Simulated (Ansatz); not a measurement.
# Tetradymite Sb2Te3

Method: PBE+SOC in Ansatz (plane waves, PAW).

Numerical settings: plane-wave cutoff 520 eV, 10×10×10 k mesh, Fermi–Dirac smearing 0.01 eV, PAW data made under PBE.

Cell: measured lattice: a = 4.256 Å, b = 4.256 Å, c = 30.363 Å, α = 90.00°, β = 90.00°, γ = 120.00°.

- band gap: 0.10 eV (indirect)
- smallest direct gap on the k points sampled: 0.16 eV
- direct gap at Γ: 0.38 eV

Measured, for comparison: band gap 0.3 eV (temperature not stated, no zero-point or thermal correction, compiled measured gap; kind and temperature not stated, our sources range from 0.17 to 0.30; as tabulated in Kothakonda et al. (2022), arXiv:2208.02841). Computed (rounded) less measured: band gap -0.20 eV (within the reference's last digit to -0.20 eV over the range).

Note: cell and atoms aren't relaxed at this level (largest force component 0.11 eV/Å, pressure 2.5 GPa).

The computed numbers hold no vibrational or temperature effects.

It cost very roughly 19 core-minutes of CPU time.

Ansatz is a quantum-chemistry and plane-wave program.
